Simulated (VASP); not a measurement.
Set up this calculation in VASP 6.6.1, as the native input.

```
Task                   : single point
Functional             : PBE
Potentials or basis    : VASP PAW PBE potentials, release 64 (N, B)
Cutoff                 : 520 eV
k mesh                 : 13 × 13 × 13
Occupations            : gaussian, width 0.012 eV
Spin                   : no spin polarisation
Further INCAR settings : ALGO = Normal; EDIFF = 1e-06
```

The structure of BN lies in POSCAR:

```
BN
1.0
    0.0000000000      1.8130010000      1.8130010000
    1.8130010000      0.0000000000      1.8130010000
    1.8130010000      1.8130010000      0.0000000000
N B
1 1
Direct
    0.2500000000      0.2500000000      0.2500000000
    0.0000000000      0.0000000000      0.0000000000
```

The cell is a database's computed one.

These files were run (other wordings do the same):

INCAR

```
SYSTEM = BN
PREC = Accurate
ENCUT = 520
EDIFF = 1E-6
ISMEAR = 0
SIGMA = 0.012
LREAL = .FALSE.
LASPH = .TRUE.
NELM = 80
ALGO = Normal
ISIF = 2
LWAVE = .FALSE.
LCHARG = .FALSE.
GGA = PE
```

KPOINTS

```
regular mesh
0
G
  13 13 13
  0 0 0
```

Potentials or basis: VASP PAW PBE potentials, release 64 (N, B).

Command:

```bash
$ cat potpaw_PBE.64/N/POTCAR potpaw_PBE.64/B/POTCAR > POTCAR
$ mpirun -np 1 vasp_std > vasp.out
```

Results of the run:

```
Pressure               : -0.2 GPa
Band gap on the k mesh : 4.52 eV, indirect (least direct gap 8.78 eV)
```

Caveat: an odd mesh through Γ misses points on the zone boundary, where band edges often lie.

Wall time 6.8 s on 1 thread of Intel(R) Xeon(R) Platinum 8259CL CPU @ 2.50GHz (Skylake/Cascade Lake), with other jobs on the host, peak memory 0.12 GiB.
